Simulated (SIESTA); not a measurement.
GaAs:

```
As Ga
1.0
     0.00000    2.82685    2.82685
     2.82685    0.00000    2.82685
     2.82685    2.82685    0.00000
As Ga
1 1
Direct
  0.75000 0.75000 0.75000
  0.00000 0.00000 0.00000
```

Base run:

* Program: SIESTA 5.4.2
* Functional: vdW-DF-cx
* Potentials or basis: PseudoDojo 0.4 standard (PBE files)
* Basis: DZP (energy shift 0.003 Ry; two zetas on semicore shells)
* Grid cutoff: 800 Ry
* Energy shift: 0.003 Ry
* k mesh: 8 × 8 × 8
* Occupations: fermi-dirac, width 0.05 eV
* Spin: no spin polarisation

Its results: band gap on the k mesh 0.58 eV, direct; pressure 2.2 GPa.

Problem. The run is repeated on the same cell with these changes: functional from vdW-DF-cx to BLYP. What comes out?

Solution. Band gap on the k mesh 0.46 eV, direct; pressure 6.8 GPa.

Caveats: the potentials were made for another functional, which shifts forces and pressure; the basis of atomic orbitals isn't converged, which shifts pressures, moduli and gaps.
